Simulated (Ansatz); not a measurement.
# GeTe (model structure, started from the alpha GeTe type, R3m, No. 160, 2 atoms in the cell)

These are LDA (Ansatz, a program for electronic structure, PAW) values and carry that method's errors.

Settings: plane-wave cutoff 520 eV, 10×10×10 k mesh, Fermi–Dirac smearing 0.01 eV, scalar-relativistic PAW data made under PBE.

Cell (relaxed at this level):

Space group R3m, hexagonal axes (No. 160); a = b = 4.1315 Å, c = 10.3713 Å, α = β = 90.00°, γ = 120.00°

```
atom  site  symmetry       x       y       z
----  ----  --------  ------  ------  ------
Ge      3a        3m  0.0000  0.0000  0.2385
Te      3a        3m  0.0000  0.0000  0.7615
```
(The calculation used a cell of 2 atoms; values per cell refer to that cell.)

```yaml
band_gap: 0.48 eV
"Γ–Γ gap": 4.94 eV
```

Note: the relaxation could raise the start's symmetry but not lower it, so the cell can be a saddle point.

Spin–orbit coupling is not included; with these elements it can move the gap by several tenths of an eV or more.

The computed numbers hold no vibrational or temperature effects.

Cost on a shared machine: about 20 core-seconds (a rough figure).

A model structure was made by putting elements into a prototype or built by hand; it is no filed structure, need not be a known phase, and can be a saddle point held by its symmetry.
